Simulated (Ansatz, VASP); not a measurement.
**HgSe (mp): VASP beside Ansatz**

File INCAR:

```
SYSTEM = HgSe
ALGO = Normal
EDIFF = 1E-6
EDIFFG = -0.002
ENCUT = 600
GGA = PE
IBRION = 2
ISIF = 3
ISMEAR = 1
LASPH = .True.
LCHARG = .False.
LREAL = .False.
LWAVE = .False.
NELM = 100
NSW = 100
PREC = Accurate
SIGMA = 0.2
```

File KPOINTS:

```
k-points
0
Gamma
  12 12 12
  0 0 0
```

Contents of POSCAR:

```
HgSe
1.0
    0.0000000000      3.1300296696      3.1300296696
    3.1300296696      0.0000000000      3.1300296696
    3.1300296696      3.1300296696      0.0000000000
Hg Se
1 1
Direct
    0.0000000000      0.0000000000      0.0000000000
    0.2500000000      0.2500000000      0.2500000000
```

Input for Ansatz:

```yaml
crystal:
  lattice:
    - [0.0, 3.1300296696, 3.1300296696]
    - [3.1300296696, 0.0, 3.1300296696]
    - [3.1300296696, 3.1300296696, 0.0]
  atoms:
    - { symbol: Hg, position: [0.0, 0.0, 0.0] }
    - { symbol: Se, position: [0.25, 0.25, 0.25] }
basis:
  ecutwfc: 420
kpoints:
  mp_grid: { grid: [12, 12, 12] }
hamiltonian:
  xc: pbe
scf:
  occupations: { method: methfessel_paxton, width: 0.2 }
output:
  forces: true
  stress: true
  eigenvalues: true
  write_density: true
  write_potential: true
  elf: true
  volumetric_format: npy
relax:
  adjacent_minimum: "off"
  f_tol: 0.002
  max_steps: 80
  cell: { stress_tol: 0.02 }
```

Alike in both runs: task relaxation of cell and atoms; functional PBE; k mesh 12 × 12 × 12; occupations methfessel-paxton of order 1, width 0.2 eV; no spin polarisation.

|  | VASP | Ansatz |
| --- | --- | --- |
| version | VASP 6.6.1 | Ansatz 0.2.0 |
| potentials or method | VASP PAW PBE potentials, release 64 (Hg, Se) | scalar-relativistic, plane waves, PAW |
| plane-wave cutoff (eV) | 600 | 420 |
| valence electrons in the cell | 18 | 36 |

```tsv
	VASP	Ansatz	Ansatz less VASP
gap on the k mesh at the Fermi level, each at its own relaxed structure (eV)	none	none	-
relaxed volume (Å³/atom)	30.80	30.67	-0.131
relaxed cell length with the largest relative difference (Å)	4.433	4.427	-0.0063
```

A gap of «none» marks a metal or a gap that the smearing closes. The two sets of potentials don't hold the same shells in valence.

The runs have no spin-orbit coupling, so splittings on Hg are missing. PBE usually gives volumes a little too large and moduli too small. Zero-point motion and thermal expansion aren't in these numbers.
